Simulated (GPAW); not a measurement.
TiO2:

```xyz
6
Lattice="4.5998 0.0000 0.0000 0.0000 4.5998 0.0000 0.0000 0.0000 2.9592" Properties=species:S:1:pos:R:3 pbc="T T T"
Ti    0.0000    0.0000    1.4796
Ti    2.2999    2.2999    0.0000
O     1.3998    1.3998    1.4796
O     3.2000    3.2000    1.4796
O     0.9001    3.6997    0.0000
O     3.6997    0.9001    0.0000
```

The cell is a database's computed one.

Base run:

```yaml
Program: GPAW 26.7.0
Functional: AM05
Potentials_or_basis: PAW data sets generated in the run's folder for this functional
Cutoff: 800 eV
Basis: pw
k_mesh: 4 × 4 × 6
Occupations: fermi-dirac, width 0.05 eV
Spin: no spin polarisation
```

Its results: band gap on the k mesh 1.83 eV, direct; pressure -1.0 GPa; largest force 0.058 eV/Å.

Task: The run is repeated on the same cell with these changes: functional from AM05 to BP86; band points from 100 to 80. What comes out?

Result: Band gap on the k mesh 1.86 eV, direct; pressure 5.1 GPa; largest force 0.033 eV/Å.
